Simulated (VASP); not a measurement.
A run of VASP 6.6.1:

File INCAR:

```
SYSTEM = CdSe
  PREC = Accurate
  ENCUT = 580
  EDIFF = 1E-7
  ISMEAR = 0
  SIGMA = 0.02
  LREAL = .False.
  LASPH = .True.
  NELM = 80
  ALGO = Normal
  ISIF = 3
  LWAVE = .False.
  LCHARG = .False.
  GGA = PS
  IBRION = 2
  NSW = 90
  EDIFFG = -0.005
```

The input KPOINTS:

```
Automatic mesh
0
Gamma
  9 9 6
  0 0 0
```

The input POSCAR:

```
CdSe
1.0
    4.3460853800      0.0000000000      0.0000000000
   -2.1730426900      3.7638203500      0.0000000000
    0.0000000000      0.0000000000      7.0898398800
Cd Se
2 2
Direct
    0.6666666700      0.3333333300      0.4999533600
    0.3333333300      0.6666666700      0.9999533600
    0.6666666700      0.3333333300      0.8759066400
    0.3333333300      0.6666666700      0.3759066400
```

Potentials or basis: VASP PAW PBE potentials, release 64 (Cd, Se).

Command:

```console
$ cat potpaw_PBE.64/Cd/POTCAR potpaw_PBE.64/Se/POTCAR > POTCAR
$ mpirun -np 1 vasp_std > vasp.out
```

Hardware: 1 thread of Intel(R) Xeon(R) 6975P-C (Granite Rapids), on a shared host.

Problem. How long does it take, and how much memory?

Solution. Run time: 3.6 min on 1 thread of Intel(R) Xeon(R) 6975P-C (Granite Rapids), on a shared host, peak memory 0.36 GiB. Counts: scf iterations 34, k points 48, ion steps 3.
